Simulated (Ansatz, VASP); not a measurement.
## Two plane-wave programs on Al

```
Al
1.0
     0.00000    2.03515    2.03515
     2.03515    0.00000    2.03515
     2.03515    2.03515    0.00000
Al
1
Cartesian
  0.0000 0.0000 0.0000
```

Alike in both runs: task single point; functional r2SCAN; k mesh 18 × 18 × 18; occupations gaussian, width 0.1 eV; no spin polarisation.

```csv
,VASP,Ansatz
version,VASP 6.6.1,Ansatz 0.2.0
potentials or method,"VASP PAW PBE potentials, release 64 (Al)","scalar-relativistic, plane waves, PAW"
plane-wave cutoff (eV),520,500
valence electrons in the cell,3,3
```

Ansatz gave:

```
gap on the k mesh at the Fermi level (eV) : none
pressure (GPa)                            : -4.7
```

Question: Estimate VASP's values.

Answer: gap on the k mesh at the Fermi level (eV): none; pressure (GPa): -4.9.

A gap of «none» marks a metal or a gap that the smearing closes.

Caveats: the PAW data sets were made with another functional, which shifts forces and pressure a little (VASP).
